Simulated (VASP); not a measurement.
Input of a VASP 6.6.1 run:

The input INCAR:

```
PREC = Accurate
ENCUT = 600
EDIFF = 1E-6
ISMEAR = -1
SIGMA = 0.05
LREAL = F
LASPH = T
NELM = 60
ALGO = Normal
ISIF = 3
LWAVE = F
LCHARG = F
GGA = MK
LUSE_VDW = T
AGGAC = 0.0
PARAM1 = 0.1234
PARAM2 = 1.0
IBRION = 2
NSW = 40
EDIFFG = -0.02
```

Contents of KPOINTS:

```
Automatic mesh
0
Gamma
  8 8 8
```

POSCAR

```
BeTe
1.0
    0.0000000000      2.7700000000      2.7700000000
    2.7700000000      0.0000000000      2.7700000000
    2.7700000000      2.7700000000      0.0000000000
Te Be
1 1
Direct
    0.7500000000      0.7500000000      0.7500000000
    0.0000000000      0.0000000000      0.0000000000
```

Potentials or basis: VASP PAW PBE potentials, release 64 (Te, Be).

Run with:

```console
$ cat potpaw_PBE.64/Te/POTCAR potpaw_PBE.64/Be/POTCAR > POTCAR
$ mpirun -np 1 vasp_std > vasp.out
```

Task: Estimate the band gap on the k mesh.

Result: 2.01 eV, indirect (least direct gap 3.66 eV).

Task: Predict the relaxed cell.

Result: a = 3.996 Å, b = 3.996 Å, c = 3.996 Å, α = 60.00°, β = 60.00°, γ = 60.00°.

Task: Estimate the relaxed volume.

Result: 22.57 Å³/atom.

Task: What does it give for the space group after relaxing (to 0.05 Å)?

Result: F-43m (No. 216).

The path:
```tsv
step	energy change (eV)	largest force (eV/Å)	pressure (GPa)	volume (Å³)
1	0.0000	0.0000	3.95	42.51
2	-0.0291	0.0000	-0.84	45.82
3	-0.0309	0.0000	0.01	45.13
```

Caveat: the PAW data sets were made with another functional, which shifts forces and pressure a little; spin-orbit coupling is left out, which moves the levels of the heavy elements. A k mesh can miss the band edges.
